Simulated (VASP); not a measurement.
Crystal: GaN.

```
Ga N
1.0
     3.18000    0.00000    0.00000
    -1.59000    2.75396    0.00000
     0.00000    0.00000    5.16600
Ga N
2 2
Direct
  0.33333 0.66667 0.00000
  0.66667 0.33333 0.50000
  0.33333 0.66667 0.37500
  0.66667 0.33333 0.87500
```

| Property | Result |
| --- | --- |
| Program | VASP 6.6.1 |
| Task | relaxation of cell and atoms |
| Functional | PBE |
| Potentials or basis | VASP PAW PBE potentials, release 64 (Ga_d, N) |
| Cutoff | 600 eV |
| k mesh | 12 × 12 × 5 |
| Occupations | gaussian, width 0.03 eV |
| Spin | no spin polarisation |

At the start: pressure 7.2 GPa; volume 11.31 Å³/atom.

Question: How do energy, volume and symmetry change on relaxing?

Answer: Over 5 steps the energy falls by 10.1 meV/atom and the volume is 11.75 Å³/atom (+3.9 %); space group P6_3mc (No. 186, to 0.05 Å).

Step by step:
```tsv
step	energy change (eV)	largest force (eV/Å)	pressure (GPa)	volume (Å³)
1	0.0000	0.1346	7.17	45.24
2	-0.0118	0.0620	-5.27	48.64
3	-0.0402	0.0105	-0.03	47.03
4	-0.0402	0.0127	0.13	47.00
5	-0.0403	0.0073	0.09	47.00
```

Final structure:
```cif
data_structure
_symmetry_space_group_name_H-M 'P 1'
_symmetry_Int_Tables_number 1
_cell_length_a 3.2171
_cell_length_b 3.2171
_cell_length_c 5.2435
_cell_angle_alpha 90.000
_cell_angle_beta 90.000
_cell_angle_gamma 120.000
_cell_volume 47.00
loop_
_atom_site_label
_atom_site_type_symbol
_atom_site_fract_x
_atom_site_fract_y
_atom_site_fract_z
_atom_site_occupancy
Ga1 Ga 0.33333 0.66667 0.99924 1
Ga2 Ga 0.66667 0.33333 0.49924 1
N1 N 0.33333 0.66667 0.37576 1
N2 N 0.66667 0.33333 0.87576 1
```
